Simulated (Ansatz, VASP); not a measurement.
# One calculation of Si, two programs

File INCAR:

```
SYSTEM = Si
PREC = Accurate
ENCUT = 600
EDIFF = 1E-7
ISMEAR = -1
SIGMA = 0.03
LREAL = .False.
LASPH = .True.
NELM = 100
ALGO = Normal
ISIF = 3
LWAVE = .False.
LCHARG = .False.
GGA = PE
IBRION = 2
NSW = 100
EDIFFG = -0.005
```

KPOINTS

```
regular mesh
0
Gamma
  14 14 14
  0 0 0
```

POSCAR

```
Si
1.0
    2.3912123260      0.0000000000      0.0000000000
    0.0000000000      2.3912123260      0.0000000000
    0.0000000000      0.0000000000      2.3912123260
Si
1
Direct
    0.0000000000      0.0000000000      0.0000000000
```

Input for Ansatz:

```yaml
crystal:
  lattice:
    - [2.391212326, 0.0, 0.0]
    - [0.0, 2.391212326, 0.0]
    - [0.0, 0.0, 2.391212326]
  atoms:
    - { symbol: Si, position: [0.0, 0.0, 0.0] }
kpoints:
  mp_grid: { grid: [14, 14, 14] }
scf:
  occupations: { method: fermi_dirac, width: 0.03 }
hamiltonian:
  xc: pbe
  pseudopotentials: { kind: paw, azcp: { folder: soft_1 } }
output:
  forces: true
  stress: true
relax:
  f_tol: 0.005
  max_steps: 80
  cell: {}
```

Alike in both runs: task relaxation of cell and atoms; functional PBE; k mesh 14 × 14 × 14; occupations fermi-dirac, width 0.03 eV; no spin polarisation.

|  | VASP | Ansatz |
| --- | --- | --- |
| version | VASP 6.6.1 | Ansatz 0.2.0 |
| potentials or method | VASP PAW PBE potentials, release 64 (Si) | PAW with Ansatz's earlier generated frozen-core files (soft_1), scalar-relativistic |
| plane-wave cutoff (eV) | 600 | 420 |
| valence electrons in the cell | 4 | 4 |

Ansatz gave:

```
relaxed volume (Å³/atom)                                     : 16.24
relaxed cell length with the largest relative difference (Å) : 2.532
energy change over the relaxation (meV/atom)                 : -177
```

Q: Which values does VASP return?

A: Relaxed volume (Å³/atom): 16.24; relaxed cell length with the largest relative difference (Å): 2.532; energy change over the relaxation (meV/atom): -176.

Caveats: the volume moved by over 15 % at a fixed basis, so the end points are rough (VASP).
